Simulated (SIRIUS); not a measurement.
Runs of SIRIUS 7.12.0 on ZrS2. Symmetry: P-3m1, No. 164, trigonal system. The conventional cell has a = 3.691 Å, b = 3.691 Å, c = 6.041 Å, α = 90.00°, β = 90.00°, γ = 120.00°. Zr (site symmetry -3m) has 6 S at 2.57 Å as nearest neighbours. S (site symmetry 3m) has 3 Zr at 2.57 Å as nearest neighbours. The cell is a database's computed one.

```csv
task,level,reference energy of the basis,start of the SCF,gap on the mesh (eV),V0 of scaled cells (Å³/atom),B0 (GPa),largest force (eV/Å)
single point,PBEsol,0.14 Ha,LDA density,0.98,-,-,(b)
equation of state,PBEsol,-,-,-,(a),94,-
single point,PBE,0.14 Ha,LDA density,1.05,-,-,0.03
equation of state,PBE,-,-,-,23.90,88,-
```

Alike in all rows: potentials or basis all-electron FP-LAPW, apw+lo standard; no spin polarisation; cell as given; k mesh 8 × 8 × 5; cutoff (eV) 174; smearing fermi-dirac 0.05 eV.

Problem. Fill in the values left out.

Solution. (a) 23.10; (b) 0.15.

Caveats: this functional lacks dispersion, which binds the layers, so the pressure and a relaxed spacing across them are unreliable; an odd mesh through Γ misses points on the zone boundary, where band edges often lie (some runs); the cell was scaled at fixed shape and fractional positions, which overstates the stiffness of a crystal with free parameters, most of all of layers and chains (some runs).

A k mesh can miss the band edges, and the runs leave out spin-orbit coupling on Zr.
